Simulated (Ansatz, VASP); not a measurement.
**TaN: VASP beside Ansatz**

```
Ta N
1.0
     2.63584    0.00000    0.00000
     0.00000    2.63584    0.00000
     0.00000    0.00000    2.63584
Ta N
1 1
Direct
  0.00000 0.00000 0.00000
  0.50000 0.50000 0.50000
```

Change from the starting cell: volume scaled by 0.88, LAPW.

Alike in both runs: task single point; functional PBE; k mesh 15 × 15 × 15; occupations fermi-dirac, width 0.05 eV; no spin polarisation.

|  | VASP | Ansatz |
| --- | --- | --- |
| version | VASP 6.6.1 | Ansatz 0.2.0 |
| potentials or method | VASP PAW PBE potentials, release 64 (Ta_pv, N), cutoff 520 eV | all-electron LAPW, scalar-relativistic |

Ansatz gave:

```
pressure (GPa) : 52.6
```

What did VASP give for the same quantities?

Pressure (GPa): 54.2.

Ansatz ran all-electron here, so the differences hold the error of VASP's frozen core and of both bases.

Caveats: so large a pressure means that the cell lies far from this level's equilibrium, or that cutoff or potentials fall short (VASP). Spin-orbit coupling is left out, which matters for the levels of Ta.
